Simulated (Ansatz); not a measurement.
# What a change of settings does: ZnS (rocksalt type)

First run: DFT, LDA, all-electron LAPW, scalar-relativistic (Ansatz 0.2.0).

Command: `ansatz run input.yaml --threads 1 --pin off --max-ram 2048MiB --backend cpu --events-out ev --progress --plain --runs-dir out` It took 27 s on 1 thread of Intel(R) Xeon(R) Platinum 8259CL CPU @ 2.50GHz (Skylake/Cascade Lake), on a shared host, peak memory 0.52 GiB.

```yaml
crystal:
  lattice:
    - [0.0, 2.4832497089, 2.4832497089]
    - [2.4832497089, 0.0, 2.4832497089]
    - [2.4832497089, 2.4832497089, 0.0]
  atoms:
    - { symbol: Zn, position: [0.0, 0.0, 0.0] }
    - { symbol: S, position: [0.5, 0.5, 0.5] }
kpoints:
  mp_grid: { grid: [16, 16, 16] }
  band_path:
    path:
      - [0.0, 0.0, 0.0]
      - [0.5, 0.0, 0.5]
      - [0.625, 0.25, 0.625]
      - [0.375, 0.375, 0.75]
      - [0.0, 0.0, 0.0]
      - [0.5, 0.5, 0.5]
      - [0.5, 0.25, 0.75]
      - [0.5, 0.0, 0.5]
    npoints: 14
scf:
  occupations: { method: fermi_dirac, width: 0.08 }
hamiltonian:
  xc: lda
  pseudopotentials: { kind: all_electron, lapw: { basis_error: 0.001 } }
output:
  forces: true
  stress: true
  eigenvalues: true
  populations: true
  dos: { projected: true, de: 0.2, e_range: [-14, 8] }
```

The cell comes from a relaxation on PAW files under the same functional, begun from a prototype that needn't be the stable phase.

It converges in 7 SCF iterations at a pressure of 0.02 GPa.

The input is then changed:

```diff
 kpoints:
-  mp_grid: { grid: [16, 16, 16] }
+  mp_grid: { grid: [8, 8, 8] }
   band_path:
 scf:
-  occupations: { method: fermi_dirac, width: 0.08 }
+  occupations: { method: cold, width: 0.15 }
 hamiltonian:
   populations: true
-  dos: { projected: true, de: 0.2, e_range: [-14, 8] }
```

Question: Predict the outcome of the changed run.

Answer: It converges in 7 SCF iterations at a pressure of 0.02 GPa, free energy +2.4 meV/atom against the first run's. More than one line changes, and not each need have an effect. Some of the changed settings are coarser than converged work would use. Results part of its log:
```
SCF 1 converged in 7 iterations: F = -59631.685145 eV  dr2 = 1.11e-9
NSCF: frozen V_eff on 99 k-points
SCF converged after 7 iterations
Stability not checked: this state was not tested for a lower state beside it, because cold or Methfessel-Paxton smearing, or corrected tetrahedra, fill the levels in a way that the test cannot read (fill_not_monotonic; see scf.lower_state_search)
Free energy (F): -59631.685145 eV
Harris-Foulkes:  -59631.685145 eV  (|F-HF|=1.28e-9)
Internal energy: -59631.688674 eV  (E = F + TS)
E sigma→0 (E₀):  -59631.686321 eV
Entropy (-TS):   0.003529 eV (1.764 meV/atom)
Fermi energy:    11.212896 eV
--- Per-component energies (eV) ---
  E_band       = -1761.290404
  E_kinetic    = 60547.968380
  E_xc         = -2542.279124
  E_electrostatic = -117637.377929  (all electrons and nuclei)
  E_smearing   = 0.003529  (= −TS)
  E_closure    = 0.000000  (closes the sum)
  E_atoms      = -59624.036302  (free atoms, spherical and without spin; not in F)
  Σ components = -59631.685145   (vs F -59631.685145, Δ=0.00e0)
  Basis errors (estimates in eV, not in F): energy 3.4e-4 per atom: plane waves 3.3e-4 (1.8e-4 summed), levels above the bands 0.0e0, relativity 1.6e-9, radial functions 1.4e-5, core shells 1.5e-12; eigenvalues (radial functions only) 2.3e-6; not estimated: angular momenta, meshes, grids; target (lapw.basis_error) 1.0e-3; muffin-tin radii S 1.104 Å, Zn 1.380 Å
--- Forces (eV/Å), atoms counted from 1 ---
  atom   1  Zn    -0.00000000     0.00000000    -0.00000000
  atom   2  S      0.00000000    -0.00000000     0.00000000
  max |Σ_I F_I| component: 9.45e-31 eV/Å
--- Stress (GPa, compression-positive) ---
        0.020166      -0.000000      -0.000000
       -0.000000       0.020166       0.000000
       -0.000000       0.000000       0.020166
  P = ⅓ Tr σ = 0.0202 GPa (0.202 kbar)
--- Band table (eV; the first three rows and the last of 29) ---
  k-point 0: bands = ["-192.7691", "-138.4625", "-138.4625", "-138.4625", "-113.4897", "-68.1276", "-68.1276", "-68.1276", "-3.2910", "4.4945", "4.4945", "4.5091", "4.5091", "4.5091", "10.4454", "10.4454", "10.4454", "13.3084", "20.0245", "20.0245", "20.0245"]
  k-point 1: bands = ["-192.7691", "-138.4625", "-138.4625", "-138.4625", "-113.4897", "-68.1277", "-68.1276", "-68.1276", "-3.0862", "4.4359", "4.4359", "4.4773", "4.5362", "4.5362", "9.0746", "10.5176", "10.5176", "14.4500", "19.1010", "19.8391", "19.8391"]
  k-point 2: bands = ["-192.7691", "-138.4625", "-138.4625", "-138.4625", "-113.4897", "-68.1280", "-68.1277", "-68.1277", "-2.5127", "4.2956", "4.2956", "4.3240", "4.6070", "4.6070", "7.0738", "10.7113", "10.7113", "15.3391", "18.2358", "18.2358", "18.6124"]
  k-point 28: bands = ["-192.7691", "-138.4625", "-138.4625", "-138.4625", "-113.4897", "-68.1281", "-68.1281", "-68.1279", "-0.9698", "4.2199", "4.3738", "4.3738", "4.7701", "5.1577", "6.7772", "6.7772", "7.1756", "14.7662", "17.8930", "19.4255", "19.4255"]
--- Löwdin populations: 2 sites ---
  site symbol       q [e]
     0     Zn     28.7437
     1      S     17.0380
  spilling = 0.004745 (of n_electrons = 46.000000)
```
